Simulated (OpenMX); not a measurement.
# AlN in OpenMX: the effect of volume scale

Crystal: AlN.

```xyz
4
Lattice="3.1739 0.0000 0.0000 -1.5870 2.7487 0.0000 0.0000 0.0000 4.0129" Properties=species:S:1:pos:R:3 pbc="T T T"
Al    1.5870    0.9162    1.0032
Al    0.0000    1.8325    3.0097
N     1.5870    0.9162    3.0097
N     0.0000    1.8325    1.0032
```

Measurements of this composition are mostly on another form, of space group No. 186.

Alike in all runs:

| Item | Value |
| --- | --- |
| Program | OpenMX 3.8.5 |
| Task | single point |
| Functional | PBE |
| Potentials or basis | OpenMX 2013 PBE set, Al7.0-s2p2d1, N6.0-s2p2d1, grid cutoff 400 Ry |
| k mesh | 7 × 7 × 5 |
| Occupations | fermi-dirac, width 0.05 eV |
| Spin | no spin polarisation |

```csv
volume scale,gap on the mesh (eV),pressure (GPa)
0.88,4.41,33.1
0.92,?,?
0.96,4.14,8.1
1,4.02,-1.0
1.04,3.64,-8.4
1.08,3.28,-14.5
```

Question: What does the run with volume scale 0.92 give?

Answer: gap on the mesh 4.28 eV; pressure 19.3 GPa.

Worked out: A parabola through the other rows of the gap on the mesh, of slope -2.71 eV per unit of volume scale there, gives 4.33 eV, against the run's 4.28. A parabola through the other rows of the pressure, of slope -308 GPa per unit of volume scale there, gives 19.8 GPa, against the run's 19.3.

Caveats: the basis of atomic orbitals isn't converged, which shifts pressures, moduli and gaps; an odd mesh through Γ misses points on the zone boundary, where band edges often lie (some runs).
